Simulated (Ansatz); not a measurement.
# Ga2O3: properties at the relaxed cell

One table from this session's results is given with a row withheld; the runs are named, their logs left out.

Computed with Ansatz 0.2.0 (DFT PBE and PBEsol (the runs whose input is shown use PBEsol), scalar-relativistic, plane waves, PAW).

2 further runs of the same task are left out: 2 set aside as unsound or not needed.

### The structure to begin with

Symmetry: C2/m, No. 12, monoclinic system. Conventional cell: a = 12.455 Å, b = 3.084 Å, c = 5.878 Å, α = 90.00°, β = 103.70°, γ = 90.00°. Ga (site symmetry m) is surrounded by 4 O at 1.86 to 1.90 Å. Ga (site symmetry m) is surrounded by 6 O at 1.97 to 2.11 Å. O (site symmetry m) has 3 Ga at 1.86 to 1.97 Å as nearest neighbours. O (site symmetry m) is surrounded by 4 Ga at 1.90 to 2.11 Å.

As a file:

```
CELL_PARAMETERS angstrom
6.22743 -1.54176 0.01149
6.22743 1.54176 0.01149
-1.40272 0.00000 5.70769
ATOMIC_POSITIONS crystal
Ga 0.08991 0.08991 0.79472
Ga 0.91009 0.91009 0.20528
Ga 0.65850 0.65850 0.31420
Ga 0.34150 0.34150 0.68580
O 0.16349 0.16349 0.10921
O 0.83651 0.83651 0.89079
O 0.17370 0.17370 0.56436
O 0.82630 0.82630 0.43564
O 0.49602 0.49602 0.25668
O 0.50398 0.50398 0.74332
```

It is the result of an earlier relaxation at this level (volume 10.97 Å³/atom; gap on the mesh: 2.01 eV).

Set-up of the first run:

File input.yaml:

```yaml
crystal:
  lattice:
    - [6.2274305802, -1.5417565218, 0.0114918242]
    - [6.2274305802, 1.5417565218, 0.0114918242]
    - [-1.4027229129, 0.0, 5.7076943298]
  atoms:
    - { symbol: Ga, position: [0.0899134346, 0.0899134346, 0.7947233195] }
    - { symbol: Ga, position: [0.9100865654, 0.9100865654, 0.2052766805] }
    - { symbol: Ga, position: [0.6585007291, 0.6585007291, 0.314197892] }
    - { symbol: Ga, position: [0.3414992709, 0.3414992709, 0.685802108] }
    - { symbol: O, position: [0.1634883765, 0.1634883765, 0.109206061] }
    - { symbol: O, position: [0.8365116235, 0.8365116235, 0.890793939] }
    - { symbol: O, position: [0.1737013133, 0.1737013133, 0.5643594343] }
    - { symbol: O, position: [0.8262986867, 0.8262986867, 0.4356405657] }
    - { symbol: O, position: [0.4960195695, 0.4960195695, 0.256681364] }
    - { symbol: O, position: [0.5039804305, 0.5039804305, 0.743318636] }
basis:
  ecutwfc: 420
kpoints:
  mp_grid: { grid: [10, 10, 6] }
hamiltonian:
  xc: pbesol
scf:
  occupations: { method: gaussian, width: 0.02 }
output:
  forces: true
  stress: true
  eigenvalues: true
relax:
  adjacent_minimum: "off"
  f_tol: 0.005
  max_steps: 50
  cell: { stress_tol: 0.05 }
```

Command:

```console
$ ansatz run input.yaml --threads 8 --pin off --max-ram 22528MiB --backend cpu --events-out ev --progress --plain --runs-dir out
```

Steps of the session up to this table: Relaxing with PBEsol; The cell under LDA; The cell under PBE+D3(BJ).

One table of the session follows, with a row left open; its other results are not shown here.

It belongs to the step «One structure, several functionals». 

```
functional  a (Å)  b (Å)  c (Å)  volume (Å³/atom)  gap on the mesh (eV)
       PBE  6.415  6.415  5.878             10.97                  2.01
    PBEsol  6.326  6.326  5.811             10.56                  2.22
       LDA  6.253  6.253  5.751             10.22                  2.50
PBE+D3(BJ)      ?      ?      ?                 ?                     ?
```

Q: Estimate the row for PBE+D3(BJ) from the others.

As computed: a (Å): 6.365; b (Å): 6.365; c (Å): 5.849; volume (Å³/atom): 10.77; gap on the mesh (eV): 2.15. In the column «a (Å)» it lies between PBEsol (6.326) and PBE (6.415).
